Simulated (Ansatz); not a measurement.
## Notes on CdIn₂S₄

```yaml
crystal:
  lattice:
    - [0.00000, 5.44763, 5.44763]
    - [5.44763, 0.00000, 5.44763]
    - [5.44763, 5.44763, 0.00000]
  atoms:
    - { symbol: Cd, position: [0.00000, 0.00000, 0.00000] }
    - { symbol: Cd, position: [0.25000, 0.25000, 0.25000] }
    - { symbol: In, position: [0.62500, 0.62500, 0.62500] }
    - { symbol: In, position: [0.12500, 0.62500, 0.62500] }
    - { symbol: In, position: [0.62500, 0.62500, 0.12500] }
    - { symbol: In, position: [0.62500, 0.12500, 0.62500] }
    - { symbol: S, position: [0.38600, 0.38600, 0.38600] }
    - { symbol: S, position: [0.40800, 0.86400, 0.86400] }
    - { symbol: S, position: [0.38600, 0.38600, 0.84200] }
    - { symbol: S, position: [0.86400, 0.40800, 0.86400] }
    - { symbol: S, position: [0.84200, 0.38600, 0.38600] }
    - { symbol: S, position: [0.86400, 0.86400, 0.86400] }
    - { symbol: S, position: [0.38600, 0.84200, 0.38600] }
    - { symbol: S, position: [0.86400, 0.86400, 0.40800] }
```

Single point in Ansatz 0.2.0 with PBE, no spin polarisation. Cutoff 420 eV, PAW datasets, 4×4×4 Γ-centred k mesh, fermi-dirac filling (width 0.1 eV).

**Contacts.** Cd–S at 2.57 Å: least valence density 0.39 e/Å³ and ELF 0.22 there. In–S at 2.61 Å: least valence density 0.37 e/Å³ and ELF 0.30 there. These are pseudo-fields; inside the PAW spheres they differ from the all-electron ones.
**Formation energy.** -0.60 eV an atom against the elements' usual phases (free molecules for gases, crystals otherwise, with no correction for O₂ or N₂), so it is bound against them; other compounds may still compete. Relaxing would lower it.
**Charges.** Bader charges in e: Cd +0.88, In +1.35, S -0.90. In the mean In gives up most and S takes most.
**Forces.** The largest is on S14 (and as large on other atoms): 0.48 eV/Å, components (-0.28, -0.28, 0.28). It makes 0° with the line to a nearest neighbour, Cd1 at 2.57 Å, pointing towards it.
**Band edges.** Within 0.7 eV of the edges, the states project mainly on S p (94 %) below the gap and on In s (31 %), Cd s (26 %) and S s (22 %) above it.
**Stress.** The pressure is 2.8 GPa (compression positive), so with the atoms held at these fractions the cell would first expand.
**Electronic structure.** The gap is 1.26 eV, indirect (the least direct gap found is 1.36 eV). A semilocal functional usually gives too small a gap.

Origin: a database entry at a rescaled volume.
